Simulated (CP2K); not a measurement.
**ZrO2 under changes of volume**

One of the cells (10.990 Å³/atom); the others are scaled copies at fixed shape and fractional positions:

```
Zr O
1.0
     3.59928    0.00000    0.00000
     1.79964    3.11706    0.00000
     1.79964    1.03902    2.93880
Zr O
1 2
Direct
  0.00000 0.00000 0.00000
  0.75000 0.75000 0.75000
  0.25000 0.25000 0.25000
```

Measurements of this composition are mostly on another form, of space group No. 14.

```yaml
Program: CP2K 2026.2
Functional: LDA
Potentials_or_basis: GTH_POTENTIALS Zr GTH-PADE-q12, O GTH-PADE-q6; TZVP-MOLOPT-PBE-GTH basis
Density_cutoff: 8163 eV
k_mesh: 9 × 9 × 9
Occupations: fermi-dirac, width 0.05 eV
Spin: no spin polarisation
```

| volume (Å³/atom) | energy over the lowest point (meV/atom) | pressure (GPa) | gap on the mesh (eV) |
| --- | --- | --- | --- |
| 10.331 | ? | ? | ? |
| 10.551 | 0.00 | 0.8 | 3.39 |
| 10.770 | 2.73 | -4.7 | 3.33 |
| 10.990 | 12.51 | -9.5 | 3.28 |
| 11.210 | 28.60 | -13.9 | 3.23 |
| 11.430 | 50.38 | -17.8 | 3.17 |
| 11.650 | 77.08 | -21.3 | 3.12 |

Q: What does the run at 10.331 Å³/atom give?

A: Energy over the lowest point 5.12 meV/atom; pressure 6.8 GPa; gap on the mesh 3.44 eV.

Worked out: A Birch-Murnaghan fit of order 3 (a polynomial in V^(-2/3)) to the other rows has its minimum at 10.58 Å³/atom with B0 = V·E''(V) = 274 GPa and B' = 4.6. It gives 5.22 meV/atom at 10.331 Å³/atom, against the run's 5.12, and -dE/dV = 6.9 GPa, against 6.8. A straight line through the other rows of the gap, of slope -2.71 eV per unit of ln V, extrapolates to 3.45 eV, against the run's 3.44.

Energies are extrapolated to zero smearing.

Caveats: an odd mesh through Γ misses points on the zone boundary, where band edges often lie; the basis of atomic orbitals isn't converged, which shifts pressures, moduli and gaps. Spin-orbit coupling on Zr is left out.
